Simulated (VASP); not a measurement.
# AlN in VASP: one cell, several levels of theory, part 2 of 2

The system is AlN (rocksalt), a generated structure that needn't be the ground state.

VASP 6.6.1, plane waves, PAW. Earlier steps stand in the parts before.

### 3 Single point with r2SCAN

INCAR

```
ENCUT = 520.000000
SIGMA = 0.010000
EDIFF = 1.00e-07
ALGO = Normal
METAGGA = R2SCAN
PREC = Accurate
IBRION = -1
ISIF = 2
ISMEAR = 0
NBANDS = 11
NELM = 120
NSW = 0
LASPH = .TRUE.
LCHARG = .TRUE.
LELF = .TRUE.
LWAVE = .FALSE.
LREAL = .FALSE.
```

KPOINTS

```
KPOINTS created by Atomic Simulation Environment
0
Gamma
10 10 10
0 0 0
```

KPOINTS_OPT

```
special points
6
Reciprocal
0.0000000000 0.0000000000 0.0000000000 1
0.5000000000 0.0000000000 0.5000000000 1
0.6250000000 0.2500000000 0.6250000000 1
0.3750000000 0.3750000000 0.7500000000 1
0.5000000000 0.5000000000 0.5000000000 1
0.5000000000 0.2500000000 0.7500000000 1
```

POSCAR

```
Al N
 1.0000000000000000
     0.0000000000000000    2.0865005383000002    2.0865005383000002
     2.0865005383000002    0.0000000000000000    2.0865005383000002
     2.0865005383000002    2.0865005383000002    0.0000000000000000
 Al  N
   1   1
Cartesian
  0.0000000000000000  0.0000000000000000  0.0000000000000000
  2.0865005383000002  2.0865005383000002  2.0865005383000002
```

Launch:

```sh
$ mpirun -np 1 vasp_std
```

Standard output, without the iteration lines:

```text
POSCAR found type information on POSCAR AlN
 POSCAR found :  2 types and       2 ions
 -----------------------------------------------------------------------------
|                                                                             |
|                                                                             |
|     You enforced a specific xc type in the INCAR file but a different       |
|     I HOPE YOU KNOW WHAT YOU ARE DOING!                                     |
|                                                                             |
 -----------------------------------------------------------------------------

 LDA part: xc-table for (None), standard interpolation
 POSCAR, INCAR and KPOINTS ok, starting setup
 FFT: planning ... GRIDC
 FFT: planning ... GRID_SOFT
 FFT: planning ... GRID
 WAVECAR not read
 entering main loop
 Start KPOINTS_OPT (optional k-point list driver)
k-point batch [1-6\6]
```

OSZICAR:

```text
N       E                     dE             d eps       ncg     rms          rms(c)
DAV:   1     0.439805605221E+01    0.43981E+01   -0.40655E+03  1074   0.638E+02
DAV:   2    -0.216104789644E+02   -0.26009E+02   -0.24788E+02  1223   0.141E+02
DAV:   3    -0.224242611298E+02   -0.81378E+00   -0.81294E+00  1284   0.223E+01
DAV:   4    -0.224278550281E+02   -0.35939E-02   -0.35936E-02  1172   0.163E+00
DAV:   5    -0.224278940521E+02   -0.39024E-04   -0.39024E-04  1216   0.158E-01    0.747E+00
DAV:   6    -0.186677710756E+02    0.37601E+01   -0.58977E+00  1109   0.123E+01    0.317E+00
DAV:   7    -0.187422743841E+02   -0.74503E-01   -0.31147E-01  1181   0.401E+00    0.193E+00
DAV:   8    -0.187605796145E+02   -0.18305E-01   -0.40755E-02  1079   0.155E+00    0.323E-01
DAV:   9    -0.187602117901E+02    0.36782E-03   -0.19282E-03  1184   0.280E-01    0.884E-02
DAV:  10    -0.187604238534E+02   -0.21206E-03   -0.23609E-04  1148   0.122E-01    0.189E-02
DAV:  11    -0.187604227788E+02    0.10746E-05   -0.48791E-05  1230   0.380E-02    0.665E-03
DAV:  12    -0.187604227677E+02    0.11078E-07   -0.28323E-06  1145   0.138E-02    0.541E-03
DAV:  13    -0.187604227195E+02    0.48272E-07   -0.94082E-08   672   0.243E-03
   1 F= -.18760423E+02 E0= -.18760423E+02  d E =-.349018E-44
       N       E                     dE             ncg
DAV:   1     0.488829859513E+03   -0.17432E+04      140
DAV:   2     0.330814551245E+03   -0.15802E+03      164
DAV:   3     0.326710730555E+03   -0.41038E+01      156
DAV:   4     0.326684024217E+03   -0.26706E-01      164
DAV:   5     0.326683743438E+03   -0.28078E-03      153
DAV:   6     0.326683738731E+03   -0.47068E-05      161
DAV:   7     0.326683738644E+03   -0.86975E-07      159
```

OUTCAR, selected sections:

```text
k-points           NKPTS =     47   k-points in BZ     NKDIM =     47   number of bands    NBANDS=     11

   NELECT =       8.0000    total number of electrons

   dimension x,y,z NGX =    24 NGY =   24 NGZ =   24
   dimension x,y,z NGXF=    48 NGYF=   48 NGZF=   48

  energy-cutoff  :      520.00
  volume of cell :       18.17
      direct lattice vectors                 reciprocal lattice vectors
     0.000000000  2.086500538  2.086500538    -0.239635692  0.239635692  0.239635692
     2.086500538  0.000000000  2.086500538     0.239635692 -0.239635692  0.239635692
     2.086500538  2.086500538  0.000000000     0.239635692  0.239635692 -0.239635692

 k-points in reciprocal lattice and weights: KPOINTS created by Atomic Simulation Env
   0.00000000  0.00000000  0.00000000       0.001
   0.10000000  0.00000000  0.00000000       0.008
   0.20000000  0.00000000  0.00000000       0.008
   0.30000000  0.00000000  0.00000000       0.008
   0.40000000  0.00000000  0.00000000       0.008
   0.50000000  0.00000000  0.00000000       0.004
   0.10000000  0.10000000  0.00000000       0.006
   0.20000000  0.10000000  0.00000000       0.024
[... 39 more k-points ...]

 E-fermi :   8.6982

 k-point     1 :       0.0000    0.0000    0.0000
  band No.  band energies     occupation
      1      -8.9604      2.00000
      2       8.6026      2.00000
      3       8.6026      2.00000
      4       8.6026      2.00000
      5      13.7603      0.00000
      6      21.1889      0.00000
      7      21.1889      0.00000
      8      21.1889      0.00000
      9      26.4517      0.00000
     10      26.4517      0.00000
     11      26.7217      0.00000

 k-point     2 :       0.1000    0.0000    0.0000
  band No.  band energies     occupation
      1      -8.7705      2.00000
      2       7.5789      2.00000
      3       8.4921      2.00000
      4       8.4921      2.00000
      5      14.4552      0.00000
      6      20.3547      0.00000
      7      21.4609      0.00000
      8      21.4609      0.00000
      9      24.8427      0.00000
     10      24.8427      0.00000
     11      26.9589      0.00000

 k-point     3 :       0.2000    0.0000    0.0000
  band No.  band energies     occupation
      1      -8.2226      2.00000
      2       5.4969      2.00000
      3       8.2225      2.00000
      4       8.2225      2.00000
      5      15.3213      0.00000
      6      19.7302      0.00000
      7      21.4916      0.00000
      8      21.4916      0.00000
      9      24.3794      0.00000
     10      24.3794      0.00000
     11      26.2289      0.00000

 k-point     4 :       0.3000    0.0000    0.0000
  band No.  band energies     occupation
      1      -7.3987      2.00000
      2       3.2940      2.00000
      3       7.9210      2.00000
      4       7.9210      2.00000
      5      15.3246      0.00000
      6      20.4120      0.00000
      7      20.6546      0.00000
      8      20.6546      0.00000
      9      25.4828      0.00000
     10      25.9366      0.00000
     11      25.9366      0.00000

 k-point     5 :       0.4000    0.0000    0.0000
  band No.  band energies     occupation
      1      -6.5197      2.00000
      2       1.5030      2.00000
      3       7.6982      2.00000
      4       7.6982      2.00000
      5      15.0310      0.00000
      6      19.9650      0.00000
      7      19.9650      0.00000
      8      21.3892      0.00000
      9      25.0927      0.00000
     10      28.1604      0.00000
     11      28.1604      0.00000

 k-point     6 :       0.5000    0.0000    0.0000
  band No.  band energies     occupation
      1      -6.0893      2.00000
      2       0.7563      2.00000
      3       7.6174      2.00000
      4       7.6174      2.00000
      5      14.9050      0.00000
      6      19.7211      0.00000
      7      19.7211      0.00000
      8      21.7638      0.00000
      9      25.0486      0.00000
     10      29.5006      0.00000
     11      29.5006      0.00000

 k-point     7 :       0.1000    0.1000    0.0000
  band No.  band energies     occupation
      1      -8.7077      2.00000
      2       7.6329      2.00000
      3       8.2624      2.00000
      4       8.2624      2.00000
      5      14.7249      0.00000
      6      19.7897      0.00000
      7      21.7351      0.00000
      8      21.7351      0.00000
      9      23.1105      0.00000
     10      26.7645      0.00000
     11      27.9500      0.00000

[... the tables of k-points 8 to 47 left out ...]

  Total       -2.6283124     -2.6283124     -2.6283124      0.0000000     -0.0000000      0.0000000
  in kB     -231.7939321   -231.7939321   -231.7939321      0.0000000     -0.0000000      0.0000000
  external PRESSURE =    -231.7939321 kB  Pullay stress =       0.0000000 kB

 POSITION                                       TOTAL-FORCE (eV/Angst)
 -----------------------------------------------------------------------------------
      0.00000      0.00000      0.00000        -0.000000      0.000000     -0.000000
      2.08650      2.08650      2.08650         0.000000     -0.000000      0.000000
 -----------------------------------------------------------------------------------
    total drift:                               -0.000000     -0.000000      0.000000

  FREE ENERGIE OF THE ION-ELECTRON SYSTEM (eV)
  ---------------------------------------------------
  free  energy   TOTEN  =       -18.7604227195 eV

  energy  without entropy=      -18.7604227195  energy(sigma->0) =      -18.76042272
```

Hardware: 1 MPI rank of Intel Xeon Platinum 8488C, shared host.

The levels at the points of KPOINTS_OPT are read from vasprun.xml.

Near the gap, in eV above the top of the last filled band v; c is the band after it:

| point | v−1 | v | c | c+1 |
| --- | --- | --- | --- | --- |
| Γ | 0.00 | 0.00 | 5.16 | 12.59 |
| X | -2.65 | -2.65 | 4.56 | 6.12 |
| U | -5.13 | -2.16 | 6.04 | 9.57 |
| K | -5.13 | -2.16 | 6.04 | 9.57 |
| L | -0.99 | -0.99 | 6.30 | 11.12 |
| W | -5.31 | -3.70 | 8.03 | 11.13 |

r2SCAN gives an indirect gap of 4.56 eV, from Γ to X; the least direct gap is 5.16 eV. The pressure is -23.18 GPa; the forces vanish within 0.01 eV/Å.

### 4 What came out

The summary covers parts 1 to 2.

```
 level  gap (eV)  pressure (GPa)  Ansatz: gap (eV)  Ansatz: pressure (GPa)
   PBE      3.73          -16.36              3.75                  -16.16
r2SCAN      4.56          -23.18              4.56                  -22.45
```

**Reading.** The gap spans 3.73 eV (PBE) to 4.56 eV (r2SCAN). The pressure is highest with PBE (-16.4 GPa) and lowest with r2SCAN (-23.2 GPa), which orders the cells that they would relax to. The two programs agree on the gap within 0.03 eV, far less than the spread between functionals. The two codes have different PAW datasets and cutoffs.
